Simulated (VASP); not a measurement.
# 1T-MgI2 monolayer and its bilayer, part 2 of 5

Aim: relax 1T-MgI2 monolayer, place its levels against the vacuum, then find how two sheets stack and bind.

VASP 6.6.1, plane waves and PAW; the level of theory is named at each step.

So far. Step 2 (Relaxing the monolayer): The run ended after 8 ionic steps, 0.105 eV below its first step, once forces and stress met EDIFFG = -0.015. Step 3 (A second relaxation): The start already met the threshold, so nothing moved.

## (4) Vacuum level and density of states

Level of this step: PBE with D3(BJ); plane waves and PAW (Mg, I) (VASP).

A static run writes the electrostatic potential without exchange and correlation (LVHAR), which is flat in the vacuum and gives the level to count from. The dipole correction cancels the field that unlike faces would set up across the vacuum.

Input file INCAR:

```
SYSTEM = MgI2
PREC = Normal
ENCUT = 350
EDIFF = 1E-06
NELM = 120
ISMEAR = 0
SIGMA = 0.03
LREAL = .FALSE.
ALGO = Fast
GGA = PE
IVDW = 12
NBANDS = 14
LORBIT = 11
LWAVE = .FALSE.
LCHARG = .TRUE.
IDIPOL = 3
LDIPOL = .TRUE.
DIPOL = 0.5 0.5 0.5
LVHAR = .TRUE.
LVACPOTAV = .TRUE.
NEDOS = 1500
LELF = .TRUE.
```

Input file POSCAR:

```
MgI2
1.0
    4.1300231832      0.0000000000      0.0000000000
   -2.0650115916      3.5767049948      0.0000000000
    0.0000000000      0.0000000000     22.0000000000
Mg I
1 2
Direct
    0.0000000000      0.0000000000      0.5000000000
    0.3333333333      0.6666666667      0.4235094828
    0.6666666667      0.3333333333      0.5764905172
```

Input file KPOINTS:

```
Automatic mesh
0
Gamma
9 9 1
0 0 0
```

Input file KPOINTS_OPT:

```
Line mode
14
Line-mode
Reciprocal
  0.00000000   0.00000000   0.00000000 GAMMA
  0.50000000   0.00000000   0.00000000 M

  0.50000000   0.00000000   0.00000000 M
  0.33333333   0.33333333   0.00000000 K

  0.33333333   0.33333333   0.00000000 K
  0.00000000   0.00000000   0.00000000 GAMMA
```

PAW data sets: Mg and I (PBE family, release 64).

The run is started by

```console
$ mpirun -np 4 vasp_std
```

The program printed:

```text
[banner, memory and clock lines left out]
running    4 mpi-ranks, on    1 nodes
 distrk:  each k-point on    4 cores,    1 groups
 distr:  one band on    1 cores,    4 groups

 POSCAR found type information on POSCAR MgI
 POSCAR found :  2 types and       3 ions
 LDA part: xc-table for (Slater+PW92), standard interpolation
|                                                                             |
|           W    W    AA    RRRRR   N    N  II  N    N   GGGG   !!!           |
|           W    W   A  A   R    R  NN   N  II  NN   N  G    G  !!!           |
|           W    W  A    A  R    R  N N  N  II  N N  N  G       !!!           |
|           W WW W  AAAAAA  RRRRR   N  N N  II  N  N N  G  GGG   !            |
|           WW  WW  A    A  R   R   N   NN  II  N   NN  G    G                |
|           W    W  A    A  R    R  N    N  II  N    N   GGGG   !!!           |
|                                                                             |
|     The number of bands has been changed from the values supplied in        |
|     The orbitals not found in the WAVECAR file will be initialized with     |
|     random numbers, which is usually adequate. For correlated               |
|     calculations, however, you should redo the groundstate calculation.     |
|     I found NBANDS = 14. Now, NBANDS = 16.                                  |
|                                                                             |

 POSCAR, INCAR and KPOINTS ok, starting setup
 FFT: planning ... GRIDC
 FFT: planning ... GRID_SOFT
 FFT: planning ... GRID
 WAVECAR not read
 entering main loop
       N       E                     dE             d eps       ncg     rms          rms(c)
DAV:   1     0.877900123381E+02    0.87790E+02   -0.35705E+03   384   0.491E+02
DAV:   2     0.293591515242E+01   -0.84854E+02   -0.75229E+02   600   0.102E+02
DAV:   3    -0.754521525885E+01   -0.10481E+02   -0.10393E+02   496   0.428E+01
DAV:   4    -0.786730946276E+01   -0.32209E+00   -0.32203E+00   560   0.944E+00
DAV:   5    -0.787351851482E+01   -0.62091E-02   -0.62090E-02   560   0.141E+00    0.398E+00
RMM:   6    -0.774546041846E+01    0.12806E+00   -0.12186E-01   449   0.137E+00    0.261E+00
RMM:   7    -0.772693395268E+01    0.18526E-01   -0.20689E-01   506   0.189E+00    0.543E-01
RMM:   8    -0.771940009953E+01    0.75339E-02   -0.21243E-02   463   0.679E-01    0.166E-01
RMM:   9    -0.771947214389E+01   -0.72044E-04   -0.13675E-03   532   0.233E-01    0.621E-02
RMM:  10    -0.771947578254E+01   -0.36387E-05   -0.22777E-04   544   0.926E-02    0.351E-02
RMM:  11    -0.771947409126E+01    0.16913E-05   -0.36163E-05   580   0.385E-02    0.492E-02
RMM:  12    -0.771951721407E+01   -0.43123E-04   -0.20175E-05   500   0.220E-02    0.209E-02
RMM:  13    -0.771952321643E+01   -0.60024E-05   -0.27100E-06   462   0.953E-03    0.140E-02
RMM:  14    -0.771955505355E+01   -0.31837E-04   -0.36286E-06   483   0.718E-03    0.272E-03
RMM:  15    -0.771957332084E+01   -0.18267E-04   -0.29872E-06   489   0.537E-03    0.857E-03
RMM:  16    -0.771957738538E+01   -0.40645E-05   -0.46640E-07   442   0.284E-03    0.450E-03
RMM:  17    -0.771958134412E+01   -0.39587E-05   -0.17220E-07   414   0.169E-03    0.245E-03
RMM:  18    -0.771958233687E+01   -0.99275E-06   -0.30376E-08   354   0.105E-03
|                                                                             |
|           W    W    AA    RRRRR   N    N  II  N    N   GGGG   !!!           |
|           W    W   A  A   R    R  NN   N  II  NN   N  G    G  !!!           |
|           W    W  A    A  R    R  N N  N  II  N N  N  G       !!!           |
|           W WW W  AAAAAA  RRRRR   N  N N  II  N  N N  G  GGG   !            |
|           WW  WW  A    A  R   R   N   NN  II  N   NN  G    G                |
|           W    W  A    A  R    R  N    N  II  N    N   GGGG   !!!           |
|                                                                             |
|     Did not find any points to average over, which means that no vacuum     |
|     field-free region was found. Please increase the size of  your cell     |
|     in the dimension of the dipole correction to obtain accurate            |
|     workfunction values.                                                    |
|                                                                             |

   1 F= -.84257885E+01 E0= -.84257885E+01  d E =-.267186E-11
 Start KPOINTS_OPT (optional k-point list driver)
k-point batch [1-12\42]
       N       E                     dE             ncg
DAV:   1    -0.303701481432E+03   -0.19048E+04      384
DAV:   2    -0.128189715143E+04   -0.97820E+03      624
DAV:   3    -0.141646667550E+04   -0.13457E+03      536
DAV:   4    -0.142056859314E+04   -0.41019E+01      520
DAV:   5    -0.142066204151E+04   -0.93448E-01      584
DAV:   6    -0.142066398266E+04   -0.19411E-02      552
DAV:   7    -0.142066400243E+04   -0.19770E-04      584
DAV:   8    -0.142066400261E+04   -0.18283E-06      392
[...]
k-point batch [37-42\42]
       N       E                     dE             ncg
DAV:   1     0.156090514399E+04   -0.42411E+03      192
DAV:   2     0.109111591930E+04   -0.46979E+03      344
DAV:   3     0.102818363100E+04   -0.62932E+02      272
DAV:   4     0.102665141200E+04   -0.15322E+01      248
DAV:   5     0.102660982825E+04   -0.41584E-01      304
DAV:   6     0.102660919300E+04   -0.63525E-03      256
DAV:   7     0.102660918444E+04   -0.85607E-05      296
DAV:   8     0.102660918437E+04   -0.69277E-07      200
```

The job ended after 18 s (4 MPI ranks of AMD EPYC 7R43, shared host; peak memory 0.47 GiB; 63 s of CPU time).

OUTCAR, selected parts (step 4):

```text
The static configuration has the point symmetry D_3d.

 Found     12 irreducible k-points:

   k-points           NKPTS =     12   k-points in BZ     NKDIM =     12   number of bands    NBANDS=     16

   NELECT =      16.0000    total number of electrons

 E-fermi :  -3.5037

 k-point     1 :       0.0000    0.0000    0.0000
  band No.  band energies     occupation
    ...
      4      -4.3820      2.00000
      5      -3.9055      2.00000
      6      -3.9055      2.00000
      7      -3.6340      2.00000
      8      -3.6340      2.00000
      9       0.4394      0.00000
     10       1.3015      0.00000
     11       2.3276      0.00000
     12       2.3400      0.00000
     13       2.9822      0.00000
    ...

 k-point     2 :       0.1111    0.0000    0.0000
  band No.  band energies     occupation
    ...
      4      -4.5602      2.00000
      5      -4.2179      2.00000
      6      -4.0575      2.00000
      7      -4.0420      2.00000
      8      -3.6689      2.00000
      9       0.8479      0.00000
     10       1.7671      0.00000
     11       2.3040      0.00000
     12       2.3925      0.00000
     13       2.8720      0.00000
    ...

 Edisp (eV)   -0.70621

  Total      -0.03645    -0.03645    -0.05179     0.00000     0.00000     0.00000
  in kB      -0.17969    -0.17969    -0.25532     0.00000     0.00000     0.00000
  external pressure =       -0.20 kB  Pullay stress =        0.00 kB

 POSITION                                       TOTAL-FORCE (eV/Angst)
 -----------------------------------------------------------------------------------
      0.00000      0.00000     11.00000        -0.000000      0.000000      0.000000
     -0.00000      2.38447      9.31721        -0.000000     -0.000000      0.010617
      2.06501      1.19223     12.68279         0.000000      0.000000     -0.010617
 -----------------------------------------------------------------------------------
    total drift:                                0.000000     -0.000000     -0.000000

  FREE ENERGIE OF THE ION-ELECTRON SYSTEM (eV)
  ---------------------------------------------------
  free  energy   TOTEN  =        -8.4257884667 eV

  energy  without entropy=       -8.4257884667  energy(sigma->0) =       -8.42578847

 vacuum level on the upper side and lower side of the slab         2.707         2.707

[... 9 parts as in an earlier step ...]

[... 5 further parts left out ...]
```

Numbers from this step:

- electronic cycles: 18
- Fermi energy: -3.504 eV
- least gap on mesh and path: 3.620 eV
- least direct gap on mesh and path: 4.073 eV
- vacuum levels: 2.707, 2.707 eV
- ionisation potentials of the upper and lower face: 6.341, 6.341 eV
- electron affinities of the upper and lower face: 2.721, 2.721 eV

The electronic bands at the labelled points (eV, zero at the valence-band top; v1 is the highest filled band, c1 the lowest empty one):

```
          point     v4     v3     v2     v1    c1    c2    c3    c4
              Γ  -0.27  -0.27   0.00   0.00  4.07  4.94  5.97  5.99
0.46 of the way  -1.23  -0.75  -0.61  -0.19  4.62  5.48  6.07  6.57
              M  -1.43  -1.18  -0.77  -0.48  3.62  5.44  5.59  6.50
0.46 of the way  -1.79  -1.50  -0.83  -0.70  4.12  6.12  6.12  6.76
              K  -2.48  -2.00  -0.82  -0.82  4.40  6.37  6.37  8.01
0.46 of the way  -1.77  -0.90  -0.86  -0.48  4.76  5.93  6.23  6.90
              Γ  -0.27  -0.27   0.00   0.00  4.07  4.94  5.97  5.99
```

Of the projections kept (Mg, I), the largest for each band there; the rest of the weight can lie on other orbitals:

```
point      v4      v3      v2      v1       c1      c2      c3      c4
    Γ  I 0.99  I 0.99  I 0.98  I 0.98   I 0.63  I 0.71  I 0.99  I 0.68
    M  I 0.97  I 0.96  I 0.99  I 0.99  Mg 0.54  I 0.79  I 0.85  I 0.69
    K  I 0.96  I 0.95  I 0.99  I 0.99   I 0.53  I 0.78  I 0.78  I 0.59
    Γ  I 0.99  I 0.99  I 0.98  I 0.98   I 0.63  I 0.71  I 0.99  I 0.68
```

Zero at the Fermi level. Table of planar average of the electrostatic potential by height:

```
height (Å)  planar average of the electrostatic potential (eV)
         0                                                6.21
         1                                                6.21
         2                                                6.21
         3                                                6.21
         4                                                6.21
         5                                                6.21
         6                                                6.21
         7                                                6.16
         8                                                5.11
         9                                               -8.72
        10                                               -3.89
        11                                               -1.55
        12                                               -3.89
        13                                               -8.72
        14                                                5.11
        15                                                6.16
        16                                                6.21
        17                                                6.21
        18                                                6.21
        19                                                6.21
        20                                                6.21
        21                                                6.21
```

Density of states in the PAW spheres, an atom over height of the layer and energy from the Fermi level.

Ten even steps from '_' (0.00 states/eV) to '@' (1.93 states/eV), each cell a mean:
```
______
______
==__==
@@__@@
++__++
++__++
::__::
..__..
::__::
--__--
..__..
______
______
______
______
______
______
______
______
______
______
______
```
Columns: height of the layer (Å) from 9.3 to 12.7; rows upwards: energy from the Fermi level (eV) from -7.9 to 0.5.

Valence density in the ca plane at fractional y = 0.000, with atoms of Mg within 0.2 Å of it. It is the smooth field of the valence electrons, not physical close to the nuclei.

Values in e/Å³, 6 rows by 16 columns, each cell a mean:
```
0.00 0.00 0.00 0.00 0.00 0.00 0.02 0.06 0.05 0.05 0.07 0.03 0.00 0.00 0.00 0.00
0.00 0.00 0.00 0.00 0.00 0.01 0.06 0.16 0.11 0.09 0.16 0.09 0.01 0.00 0.00 0.00
0.00 0.00 0.00 0.00 0.00 0.01 0.13 0.30 0.14 0.11 0.29 0.18 0.02 0.00 0.00 0.00
0.00 0.00 0.00 0.00 0.00 0.01 0.12 0.27 0.14 0.11 0.26 0.16 0.02 0.00 0.00 0.00
0.00 0.00 0.00 0.00 0.00 0.01 0.05 0.12 0.09 0.08 0.12 0.06 0.01 0.00 0.00 0.00
0.00 0.00 0.00 0.00 0.00 0.00 0.02 0.05 0.04 0.04 0.06 0.02 0.00 0.00 0.00 0.00
```
Columns run along c (16.0 Å, from fractional 0.10 to 0.83 of the cell), rows up along a (4.1 Å). Atoms in or near the plane, at fractional coordinates: Mg at (0.50, 0.00).

ELF in the ca plane at fractional y = 0.000, with atoms of Mg within 0.2 Å of it. It is the smooth field of the valence electrons, not physical close to the nuclei.

Ten even steps from '0' (0.00) to '9' (0.83), each cell a mean:
```
00000000000000000000111000011100000000000000
00000000000000000112344201343321000000000000
00000000000000012356776412577664310000000100
00000000000000125789997412689988641000000100
00000000000000246899998412689999853100000000
00000000000000247899998412689999863100000000
00000000000000136899997412689998752100000000
00000001100000013578887422578876421000000000
00000000000000001234555311455432100000000000
00000000000000000001222100122110000000000000
00000000000000000000010000011000000000000000
```
Columns run along c (16.0 Å, from fractional 0.10 to 0.83 of the cell), rows up along a (4.1 Å). Atoms in or near the plane, at fractional coordinates: Mg at (0.50, 0.00).

The map of layer states is cut here 0.5 eV above the Fermi level, so it leaves out the states above that.

The vacuum level lies 6.34 eV above the highest filled level at the upper face; both faces agree, as the slab has next to no dipole.

The program found no field-free point at its default tolerance, but its printed level agrees with the flat part of the planar average.

## (5) The slab in a field, field -0.1

A field across the slab, with the atoms held, gives the electronic response: the dipole changes linearly with the field, and the energy has a linear term from the slab's own dipole and a quadratic one from its polarisability.

Input file INCAR:

```
SYSTEM = MgI2
PREC = Normal
ENCUT = 350
EDIFF = 1E-06
NELM = 120
ISMEAR = 0
SIGMA = 0.03
LREAL = .FALSE.
ALGO = Fast
GGA = PE
IVDW = 12
NBANDS = 14
LORBIT = 11
LWAVE = .FALSE.
LCHARG = .FALSE.
KPAR = 4
IDIPOL = 3
LDIPOL = .TRUE.
DIPOL = 0.5 0.5 0.5
EFIELD = -0.1
```

POSCAR is that of step 4.

KPOINTS is that of step 4.

The run is started by

```console
$ mpirun -np 4 vasp_std
```

The program printed:

```text
[... set-up lines as in an earlier step ...]
 entering main loop
       N       E                     dE             d eps       ncg     rms          rms(c)
DAV:   1     0.960509179089E+02    0.96051E+02   -0.36754E+03   336   0.563E+02
DAV:   2     0.455208750276E+01   -0.91499E+02   -0.84651E+02   562   0.114E+02
DAV:   3    -0.746792228733E+01   -0.12020E+02   -0.11921E+02   450   0.502E+01
DAV:   4    -0.787148963480E+01   -0.40357E+00   -0.40340E+00   456   0.116E+01
DAV:   5    -0.788225295955E+01   -0.10763E-01   -0.10763E-01   504   0.218E+00    0.399E+00
RMM:   6    -0.774888798010E+01    0.13336E+00   -0.13964E-01   381   0.163E+00    0.259E+00
RMM:   7    -0.772882333575E+01    0.20065E-01   -0.23977E-01   455   0.221E+00    0.565E-01
RMM:   8    -0.772147196465E+01    0.73514E-02   -0.25662E-02   413   0.836E-01    0.153E-01
RMM:   9    -0.772152588044E+01   -0.53916E-04   -0.14342E-03   472   0.268E-01    0.572E-02
RMM:  10    -0.772157985173E+01   -0.53971E-04   -0.29318E-04   493   0.113E-01    0.349E-02
RMM:  11    -0.772164557414E+01   -0.65722E-04   -0.65578E-05   447   0.487E-02    0.329E-02
RMM:  12    -0.772164004572E+01    0.55284E-05   -0.17837E-05   459   0.273E-02    0.560E-03
RMM:  13    -0.772166647375E+01   -0.26428E-04   -0.86049E-06   434   0.169E-02    0.446E-03
RMM:  14    -0.772167481079E+01   -0.83370E-05   -0.14648E-06   372   0.828E-03    0.279E-03
RMM:  15    -0.772170180832E+01   -0.26998E-04   -0.34666E-06   402   0.762E-03    0.245E-03
RMM:  16    -0.772170944739E+01   -0.76391E-05   -0.10939E-06   370   0.418E-03    0.245E-03
RMM:  17    -0.772171332099E+01   -0.38736E-05   -0.26111E-07   360   0.240E-03    0.820E-04
RMM:  18    -0.772171560905E+01   -0.22881E-05   -0.94493E-08   309   0.165E-03    0.405E-04
RMM:  19    -0.772171698499E+01   -0.13759E-05   -0.65556E-08   292   0.144E-03    0.438E-04
RMM:  20    -0.772171750348E+01   -0.51850E-06   -0.13919E-08   251   0.122E-03
   1 F= -.84279236E+01 E0= -.84279236E+01  d E =-.315219E-14
```

The job ended after 8.8 s (4 MPI ranks; peak memory 0.73 GiB).

From OUTCAR (step 5):

```text
   NELECT =      16.0000    total number of electrons

 dipolmoment           0.000000      0.000000     -0.042627 electrons x Angstroem

 E-fermi :  -3.4799

 k-point     1 :       0.0000    0.0000    0.0000
  band No.  band energies     occupation
    ...
      4      -4.3821      2.00000
      5      -3.9087      2.00000
      6      -3.9087      2.00000
      7      -3.6317      2.00000
      8      -3.6317      2.00000
      9       0.4354      0.00000
     10       1.3018      0.00000
     11       2.0771      0.00000
     12       2.5774      0.00000
     13       2.8579      0.00000
    ...

 Edisp (eV)   -0.70621

  Total      -0.03491    -0.03491    -0.05370    -0.00000    -0.00000     0.00000
  in kB      -0.17210    -0.17210    -0.26474    -0.00000    -0.00000     0.00000
  external pressure =       -0.20 kB  Pullay stress =        0.00 kB

 POSITION                                       TOTAL-FORCE (eV/Angst)
 -----------------------------------------------------------------------------------
      0.00000      0.00000     11.00000        -0.000000     -0.000000      0.040729
     -0.00000      2.38447      9.31721         0.000000      0.000000     -0.010103
      2.06501      1.19223     12.68279         0.000000      0.000000     -0.030626
 -----------------------------------------------------------------------------------
    total drift:                                0.000000     -0.000000      0.000002

  FREE ENERGIE OF THE ION-ELECTRON SYSTEM (eV)
  ---------------------------------------------------
  free  energy   TOTEN  =        -8.4279236334 eV

  energy  without entropy=       -8.4279236334  energy(sigma->0) =       -8.42792363

 vacuum level on the upper side and lower side of the slab         3.367         1.780

[... 8 parts as in an earlier step ...]

[... 9 further parts left out ...]
```

This step gave:

- electronic cycles: 20
- free energy (TOTEN): -8.428 eV
- Fermi energy: -3.480 eV
- dipole moment: 0, 0, -0.04263 e·Å
- gap on the k-mesh: 3.671 eV
- least direct gap on the k-mesh: 4.067 eV

VASP counts the dipole in electrons times Å, so a positive number points the physical dipole along −c. A positive EFIELD is likewise a physical field along −c.

Energy at zero smearing: -8.42792 eV.

[end of part 2 of 5]

[Lines on the potential files, build, host, timing and source positions are cut from VASP's logs without a mark.]

[Logs are printed without paths, hosts, clocks, repeated set-up lines and the standing remarks that a program may print on its own settings, such as how far it seeks lower states.]

[Hosts, paths, dates, database ids (printed as entryN), source tags and the programs' standing remarks are cut or masked in the printed files.]

[Runs that stopped without an error message from VASP are left out.]
